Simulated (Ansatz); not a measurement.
# Ionic part of the dielectric constant of AlN at -1 GPa, mode by mode

The calculation used DFT PBEsol, scalar-relativistic, plane waves, PAW (Ansatz 0.2.0). Cutoff 420 eV, 10×10×10 k-points (Γ-centred), fixed occupations. No spin polarisation. Phonons by linear response, acoustic sum rule imposed.

The structure is cubic, space group F-43m (No. 216). Conventional cell: a = 4.385 Å, b = 4.385 Å, c = 4.385 Å, α = 90.00°, β = 90.00°, γ = 90.00°. Al (site symmetry -43m) is surrounded by 4 N at 1.90 Å. N (site symmetry -43m) is surrounded by 4 Al at 1.90 Å.

The primitive cell has V = 21.08 Å³ and ε∞,xx = 4.655. Each polar mode adds Δε = (4.92064×10⁷/V)·S/ν² along x, with S its oscillator strength in e²/amu, ν in cm⁻¹ and V in Å³.

Q: From these modes, find each Δε and ε0,xx.
```json
{"ν (cm⁻¹)": "643.8", "S_xx (e²/amu)": "0.7044"}
```

A:
```json
{"ν (cm⁻¹)": "643.8", "Δε": "3.97"}
```

The sum is 3.967, so ε0,xx = 8.62; the run's tensor has 8.62.

Q: Where do the longitudinal modes lie for a wave vector along x?

A: At 876 cm⁻¹. The Lyddane–Sachs–Teller product Π(ν_LO/ν_TO)² = 1.85 matches ε0/ε∞ = 1.85.

This zinc-blende form isn't the usual stable structure of the compound.

Cost: 1 run of about 0.5 core-minutes, on Arm Neoverse V1 (shared hosts).